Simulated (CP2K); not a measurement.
Crystal: SiC.

```
CELL_PARAMETERS angstrom
3.07569 0.00000 0.00000
-1.53785 2.66363 0.00000
0.00000 0.00000 10.07065
ATOMIC_POSITIONS crystal
Si 0.00000 0.00000 0.18789
Si 0.00000 0.00000 0.68789
Si 0.33333 0.66667 0.43784
Si 0.66667 0.33333 0.93784
C 0.00000 0.00000 0.00046
C 0.00000 0.00000 0.50046
C 0.33333 0.66667 0.24980
C 0.66667 0.33333 0.74980
```

The cell is a database's computed one.

Base run:

| Item | Value |
| --- | --- |
| Program | CP2K 2026.2 |
| Functional | TPSS |
| Potentials or basis | POTENTIAL_UZH Si GTH-PBE-q4, C GTH-PBE-q4; DZVP-MOLOPT-PBE-GTH basis |
| Density cutoff | 9184 eV |
| k mesh | 8 × 8 × 2 |
| Occupations | fermi-dirac, width 0.05 eV |
| Spin | no spin polarisation |

Its results: band gap on the k mesh 2.61 eV, indirect (least direct gap 3.73 eV); pressure 2.0 GPa.

The run is repeated on the same cell with these changes: functional from TPSS to OLYP. What comes out?

Band gap on the k mesh 2.59 eV, indirect (least direct gap 3.70 eV); pressure -1.4 GPa.

Caveats: the potentials were made for another functional, which shifts forces and pressure; the basis of atomic orbitals isn't converged, which shifts pressures, moduli and gaps.

A k mesh can miss the band edges.
